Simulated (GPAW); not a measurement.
# CoO (I4/mmm) in GPAW: further runs, part 2 of 2

GPAW 26.7.0. The steps go on from the part before.

## Step 5: Electron localisation function, BLYP+D4, collinear spin, ferromagnetic start

Contents of run.py:

```python
from ase import Atoms
from ase.calculators.mixing import SumCalculator
from ase.dft.bandgap import bandgap
from ase.io import write
from ase.units import Bohr, GPa
from dftd4.ase import DFTD4
from gpaw import GPAW, PW, setup_paths
from gpaw.elf import elf_from_dft_calculation

setup_paths.insert(0, '.')

atoms = Atoms(['Co', 'O'],
              cell=[[-1.508, 1.508, 2.1072475377],
                    [1.508, -1.508, 2.1072475377],
                    [1.508, 1.508, -2.1072475377]],
              scaled_positions=[[0.0, 0.0, 0.0],
                                [0.5, 0.5, 0.0]],
              pbc=True)
atoms.set_initial_magnetic_moments([2.0, 0.0])

calc = GPAW(mode=PW(800),
            xc='BLYP',
            kpts={'size': (12, 12, 12), 'gamma': True},
            occupations={'name': 'methfessel-paxton', 'order': 0, 'width': 0.01},
            nbands=17,
            convergence={'density': 1e-05, 'energy': 1e-05},
            eigensolver='davidson',
            maxiter=150,
            txt='gpaw.txt')
atoms.calc = SumCalculator([calc, DFTD4(method='blyp')])
energy = atoms.get_potential_energy()
forces = atoms.get_forces()
stress = atoms.get_stress()
calc.write('gs.gpw')
write('result.traj', atoms)
print(f'Energy: {energy:.6f} eV')
print('Forces (eV/A):')
print(forces.round(4))
print('Stress (GPa):', (stress / GPa).round(3))
print('Moments:', calc.get_magnetic_moments().round(3))
print('Fermi level:', round(calc.get_fermi_level(), 4), 'eV')
print(f'Gap: {bandgap(calc)[0]:.4f} eV, direct: {bandgap(calc, direct=True)[0]:.4f} eV')

# fields on the real-space grid
write('density.cube', atoms, data=calc.get_pseudo_density() * Bohr**3)
write('potential.cube', atoms, data=calc.get_electrostatic_potential())
write('spin.cube', atoms, data=(calc.get_pseudo_density(spin=0) - calc.get_pseudo_density(spin=1)) * Bohr**3)
write('elf.cube', atoms, data=elf_from_dft_calculation(calc).data)
```

Potentials or basis: PAW data sets generated in the run's folder for this functional, pw.

On the command line:

```bash
$ gpaw-setup -f BLYP Co O
$ OMP_NUM_THREADS=1 python run.py
```

gpaw.txt:

```text
__  _  _
 | _ |_)|_||  |
 |__||  | ||/\| - 26.7.0

Input parameters:
  mode=PW(ecut=800.0),
  convergence={'density': 1e-05, 'energy': 1e-05},
  eigensolver=Davidson(niter=2),
  kpts=MonkhorstPack(size=(12, 12, 12), gamma=True),
  maxiter=150,
  nbands=17,
  occupations=Occupations(name='methfessel-paxton', order=0, width=0.01),
  xc=XC(name='BLYP')

Diagonalizing LCAO Hamiltonian
Converting LCAO to pw mode

       O

       Co

Atoms  # Å, Bohr magnetons
|   | symbol |        x |        y |        z |    initial magnetic moments |
|---|--------|----------|----------|----------|-----------------------------|
| 0 |     Co | 0.000000 | 0.000000 | 0.000000 | ( 0.0000,  0.0000,  2.0000) |
| 1 |      O | 0.000000 | 0.000000 | 2.107248 | ( 0.0000,  0.0000,  0.0000) |

Unit cell  # Å
| periodic |         x |         y |         z |  lengths |     angles |
|----------|-----------|-----------|-----------|----------|------------|
|      yes | -1.508000 |  1.508000 |  2.107248 | 2.998103 | 119.604665 |
|      yes |  1.508000 | -1.508000 |  2.107248 | 2.998103 | 119.604665 |
|      yes |  1.508000 |  1.508000 | -2.107248 | 2.998103 |  90.686115 |

Number of symmetries: 16
Symmetry operations  # r_c * U_cc + t_c -> r_c
|    | kind |            matrix            |
|----|------|------------------------------|
|  0 |  σ   |  1, 1, 1,  0, 0,-1,  0,-1, 0 |
|  1 |  C4  |  1, 1, 1,  0, 0,-1, -1, 0, 0 |
|  2 |  E   |  1, 0, 0,  0, 1, 0,  0, 0, 1 |
|  3 |  σ   |  1, 0, 0,  0, 1, 0, -1,-1,-1 |
|  4 |  σ   |  0, 1, 0,  1, 0, 0,  0, 0, 1 |
|  5 |  C2  |  0, 1, 0,  1, 0, 0, -1,-1,-1 |
|  6 |  C2  |  0, 0, 1, -1,-1,-1,  1, 0, 0 |
|  7 |  S4  |  0, 0, 1, -1,-1,-1,  0, 1, 0 |
|  8 |  C4  |  0, 0,-1,  1, 1, 1,  0,-1, 0 |
|  9 |  σ   |  0, 0,-1,  1, 1, 1, -1, 0, 0 |
| 10 |  σ   |  0,-1, 0, -1, 0, 0,  1, 1, 1 |
| 11 |  C2  |  0,-1, 0, -1, 0, 0,  0, 0,-1 |
| 12 |  C2  | -1, 0, 0,  0,-1, 0,  1, 1, 1 |
| 13 |  i   | -1, 0, 0,  0,-1, 0,  0, 0,-1 |
| 14 |  S4  | -1,-1,-1,  0, 0, 1,  1, 0, 0 |
| 15 |  C2  | -1,-1,-1,  0, 0, 1,  0, 1, 0 |

BZ-sampling:
  Number of BZ points: 1728
  Number of IBZ points: 163

  Monkhorst-Pack size: [12, 12, 12]
  Monkhorst-Pack shift: [0.041666666666666664, 0.041666666666666664, 0.041666666666666664]

K-points  # in reciprocal-cell coordinates
|     |                                coordinates |     weight |
|-----|--------------------------------------------|------------|
|   0 | ( -0.00000000,  -0.00000000,  -0.00000000) | 0.00057870 |
|   1 | (  0.08333333,  -0.08333333,  -0.00000000) | 0.00231481 |
|   2 | (  0.08333333,  -0.08333333,   0.08333333) | 0.00231481 |
|   3 | (  0.08333333,  -0.00000000,  -0.00000000) | 0.00462963 |
|   4 | (  0.08333333,   0.08333333,  -0.08333333) | 0.00115741 |
|   5 | (  0.16666667,  -0.16666667,  -0.00000000) | 0.00231481 |
|   6 | (  0.16666667,  -0.16666667,   0.08333333) | 0.00462963 |
|   7 | (  0.16666667,  -0.16666667,   0.16666667) | 0.00231481 |
|   8 | (  0.16666667,  -0.08333333,  -0.00000000) | 0.00925926 |
|   9 | (  0.16666667,  -0.08333333,   0.08333333) | 0.00462963 |
| ... |                                            |            |
| 162 | (  0.50000000,   0.50000000,   0.50000000) | 0.00057870 |

Plane wave coefficients: 1000
Cutoff: 800.0 eV

Spin-components: 2 (collinear spins)
Bands:           17
Projectors:      11
Spin-degeneracy: 1
Datatype:        complex128

Parallelization:
  kpt:    1
  domain: 1
  band:   1

Density:
  Valence electrons: 15.0
  Components: 2
  Grid points: [20 20 20]
  Charge: 0.0  # |e|

Potential:
  Grid points: [20 20 20]

species:
  Co:
    name:    Cobalt
    Z:       27.0
    valence: 9
    core:    18
    charge:  0.0  # [|e|]
    compensation charges:
      type: gauss
      rc: 0.32  # [Å]
      lmax: 2
    cutoffs:
      filter: 1.87  # [Å]
      core: 2.55  # [Å]
    projectors
    | kind |    occ | energy [eV] | rcut [Å] |
    |------|--------|-------------|----------|
    |   4s |  2.000 |      -5.414 |    1.005 |
    |   4p |  0.000 |      -1.234 |    1.058 |
    |   3d |  7.000 |      -8.105 |    1.005 |
    |    s |        |      21.798 |    1.005 |
    |    p |        |      25.977 |    1.058 |
    |    d |        |      19.106 |    1.005 |

    Using partial waves for Co as LCAO basis

  O:
    name:    Oxygen
    Z:       8.0
    valence: 6
    core:    2
    charge:  0.0  # [|e|]
    compensation charges:
      type: gauss
      rc: 0.21  # [Å]
      lmax: 2
    cutoffs:
      filter: 1.17  # [Å]
      core: 0.83  # [Å]
    projectors
    | kind |    occ | energy [eV] | rcut [Å] |
    |------|--------|-------------|----------|
    |   2s |  2.000 |     -23.831 |    0.688 |
    |   2p |  4.000 |      -9.023 |    0.598 |
    |    s |        |       3.380 |    0.688 |
    |    p |        |      18.189 |    0.598 |
    |    d |        |       0.000 |    0.619 |

    Using partial waves for O as LCAO basis

Reference energy: -39954.878845  # eV

eigensolver:
  Davidson
  Converge bands: occupied
  niter=2

density mixing:
  MSR1-Mixer
  Pratt-step length: 0.05
  Maximum mixing coefficient: 0.75
  Old densities: 10
  SVD Regularization: 0.005
  Good broyden scale: 1.0
  Trust region scale: 1.0
  Backstep threshold: 4.0
  History deletion threshold: 6.0
  Fourier metric: weight=20.0, sigma=0.015

occupation numbers:
  Methfessel-Paxton:
    width: 0.0100  # eV
    order: 0

poisson solver:
  ecut: 6400.0  # eV

xc functional:
  name: BLYP with 2 nearest neighbor stencil

convergence criteria:
- Maximum integral of absolute [dens]ity change: 1e-05 electrons / valence electron
- Maximum [total energy] change in last 3 cyles: 1e-05 eV / valence electron
- Maximum integral of absolute [eigenst]ate change: 4e-08 eV^2 / valence electron
maximum number of iterations: 150

SCF iterations
|iter     | |      energy | eigst |  dens |  magmom |
|---------|-|-------------|-------|-------|---------|
|iter:   1| |  -13.876591 | -0.01 |       |  +2.0016|
|iter:   2| |  -13.665280 | -1.46 | -0.79 |  +2.0384|
|iter:   3| |  -13.278437 | -1.76 | -0.86 |  +2.1502|
|iter:   4| |  -13.328283 | -2.30 | -1.23 |  +2.2424|
|iter:   5| |  -13.368230 | -2.70 | -1.50 |  +2.3409|
|iter:   6| |  -13.390312 | -2.82 | -1.76 |  +2.4857|
|iter:   7| |  -13.390666 | -3.30 | -1.91 |  +2.5988|
|iter:   8| |  -13.392241 | -3.84 | -2.27 |  +2.6804|
|iter:   9| |  -13.393199 | -3.62 | -2.33 |  +2.7866|
|iter:  10| |  -13.393574 | -4.00 | -2.63 |  +2.8389|
|iter:  11| |  -13.393572 | -5.04 | -2.78 |  +2.8144|
|iter:  12| |  -13.393543c| -5.11 | -3.28 |  +2.8427|
|iter:  13| |  -13.393581c| -5.48 | -3.02 |  +2.8221|
|iter:  14| |  -13.393582c| -6.63 | -4.11 |  +2.8209|
|iter:  15| |  -13.393582c| -7.11 | -3.92 |  +2.8200|
|iter:  16| |  -13.393581c| -6.92 | -3.79 |  +2.8226|
|iter:  17| |  -13.393581c| -7.38 | -4.18 |  +2.8223|
|iter:  18| |  -13.393581c| -7.33 | -4.51 |  +2.8222|
|iter:  19| |  -13.393581c| -7.82c| -4.67 |  +2.8224|
|iter:  20| |  -13.393581c| -8.80c| -5.28c|  +2.8225|

Converged in 20 steps
Energy contributions relative to reference atoms: (reference = -39954.878845)

Energy contributions:
  Kinetic:          32.799718
  Coulomb:         -28.430429
  Zero:              0.087592
  External:          0.000000
  Xc:              -17.850368
  Entropy:          -0.000189
  Spinorbit:         0.000000
  ----------------------------
  Free energy:     -13.393676
  Extrapolated:    -13.393581

dipole moment: (-8.240454, -8.240454, 0.288585)  # |e|*Ang

Total magnetic moment: (0.000000, 0.000000, 2.822465)

Local magnetic moments
|        x |        y |        z |
|----------|----------|----------|
| 0.000000 | 0.000000 | 2.442028 |  # Co   0
| 0.000000 | 0.000000 | 0.223757 |  # O    1

Fermi level: 9.202
Eigenvalues  # (at kpt = [-0.000, -0.000, -0.000])
| band index |      eig [eV] | occ [0-1] |      eig [eV] | occ [0-1] |
|------------|---------------|-----------|---------------|-----------|
|          0 |       -11.034 |     1.000 |       -10.571 |     1.000 |
|          1 |         5.950 |     1.000 |         6.457 |     1.000 |
|          2 |         5.989 |     1.000 |         6.515 |     1.000 |
|          3 |         5.989 |     1.000 |         6.515 |     1.000 |
|          4 |         6.098 |     1.000 |         8.061 |     1.000 |
|          5 |         6.112 |     1.000 |         8.061 |     1.000 |
[... 9 lines left out ...]
|         15 |        30.508 |     0.000 |        31.370 |     0.000 |
|         16 |        30.938 |     0.000 |        31.821 |     0.000 |

No gap
No difference between direct/indirect transitions

Forces  # eV/Ang
|        x |       y |        z |
|----------|---------|----------|
|  0.00000 | 0.00000 | -0.00000 |  # Co   0
| -0.00000 | 0.00000 |  0.00000 |  # O    1

Stress tensor  # eV/Ang^3
|         x |         y |         z |
|-----------|-----------|-----------|
| -0.044563 |  0.000000 |  0.000000 |
|  0.000000 | -0.044563 |  0.000000 |
|  0.000000 |  0.000000 | -0.047129 |

# Writing to gs.gpw (mode='')
```

It took 1.8 min on 1 thread of Arm Neoverse V2, shared host; peak memory 0.27 GiB.

Results:

| Item | Value |
| --- | --- |
| Free energy | -14.4523 eV |
| Pressure | 0.6 GPa |
| Band gap on the k mesh | none (metal or under the smearing width) |
| Net moment | 2.82 μB per cell |
| Site moments | Co +2.44; O +0.22 μB |
| Dispersion energy per atom | -0.529 eV |

Levels at points of the mesh, in eV from the Fermi level:
Spin up:
```tsv
k point	band 6	band 7	band 8	band 9	band 10	band 11	band 12	band 13
(0.00, 0.00, 0.00)	-3.09	-3.01	-3.01	-2.88	1.21	17.61	18.40	18.40
(0.50, 0.00, 0.50)	-2.21	-1.70	0.17	0.24	5.39	9.42	13.46	13.73
(0.50, 0.50, 0.00)	-2.75	-2.22	-1.97	-1.90	5.90	10.00	12.19	15.84
(0.50, 0.50, 0.50)	-2.71	-2.22	-1.98	-1.98	5.90	10.16	12.07	15.79
```
Spin down:
| k point | band 4 | band 5 | band 6 | band 7 | band 8 | band 9 |
| --- | --- | --- | --- | --- | --- | --- |
| (0.00, 0.00, 0.00) | -2.69 | -1.14 | -1.14 | -1.11 | 0.03 | 0.08 |
| (0.50, 0.00, 0.50) | -4.75 | -0.17 | -0.12 | 0.16 | 2.71 | 2.76 |
| (0.50, 0.50, 0.00) | -3.88 | -2.22 | 0.09 | 0.13 | 0.52 | 1.04 |
| (0.50, 0.50, 0.50) | -3.97 | -2.23 | 0.12 | 0.12 | 0.58 | 1.00 |

Caveat: a cell with one magnetic atom can't hold antiferromagnetic order, which such compounds often take; semilocal functionals often make such compounds metallic where correlation or magnetic order opens a gap, which also shifts bond lengths; pairwise dispersion overbinds metals, which lowers pressure and volume. With open d or f shells a metallic result of BLYP can be an artefact of self-interaction; +U or a hybrid may open a gap.

## Step 6: The runs side by side

| task | level | potentials or basis | smearing | eigensolver | gap on the mesh (eV) | pressure (GPa) | moment (μB) |
| --- | --- | --- | --- | --- | --- | --- | --- |
| single point | PBE | GPAW PAW data sets (gpaw-data 1.2.1), pw | gaussian 0.02 eV | - | none | 0.6 | 2.95 |
| single point | RPBE | the program's PAW data sets (release 1.2.1) made for this functional, pw | gaussian 0.05 eV | - | none | 6.8 | 2.97 |
| single point | PBEsol | PAW data sets generated in the run's folder for this functional, pw | gaussian 0.1 eV | - | none | -8.2 | 2.95 |
| electron localisation function | BLYP+D4 | PAW data sets generated in the run's folder for this functional, pw | gaussian 0.01 eV | davidson | none | 0.6 | 2.82 |

Alike in all rows: spin collinear, ferromagnetic start; cell as given; k mesh 12 × 12 × 12; cutoff (eV) 800.

Caveats: a cell with one magnetic atom can't hold antiferromagnetic order, which such compounds often take; semilocal functionals often make such compounds metallic where correlation or magnetic order opens a gap, which also shifts bond lengths; pairwise dispersion overbinds metals, which lowers pressure and volume (some runs).

Absolute energies hang on the potentials; compare differences alone.
